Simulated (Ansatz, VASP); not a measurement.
# Two plane-wave programs on C

```
CELL_PARAMETERS angstrom
0.00000 1.79913 1.79913
1.78574 0.01339 1.78574
1.78574 1.78574 0.01339
ATOMIC_POSITIONS crystal
C 0.50000 0.50000 0.50000
C 0.75000 0.75000 0.75000
```

Change from the starting cell: strain +0.0150 x Voigt [0, 0, 0, 1, 0, 0], atoms carried along.

Alike in both runs: task single point; functional PBE; k mesh 12 × 12 × 12; occupations gaussian, width 0.05 eV; no spin polarisation.

```csv
,VASP,Ansatz
version,VASP 6.6.1,Ansatz 0.2.0
potentials or method,"VASP PAW PBE potentials, release 64 (C)","scalar-relativistic, plane waves, PAW"
plane-wave cutoff (eV),520,420
valence electrons in the cell,8,8
```

|  | VASP | Ansatz | Ansatz less VASP |
| --- | --- | --- | --- |
| gap on the k mesh at the Fermi level (eV) | 4.13 | 4.13 | +0.007 |
| least direct gap on the mesh (eV) | 5.35 | 5.35 | +0.004 |
| pressure (GPa) | 0.8 | 0.2 | -0.66 |
| largest component of the traceless stress (GPa) | 8.47 | 8.41 | -0.061 |
| rms of the force components (eV/Å) | 0.026 | 0.023 | -0.0024 |

Atom by atom the forces differ by 0.002 eV/Å (rms over components).
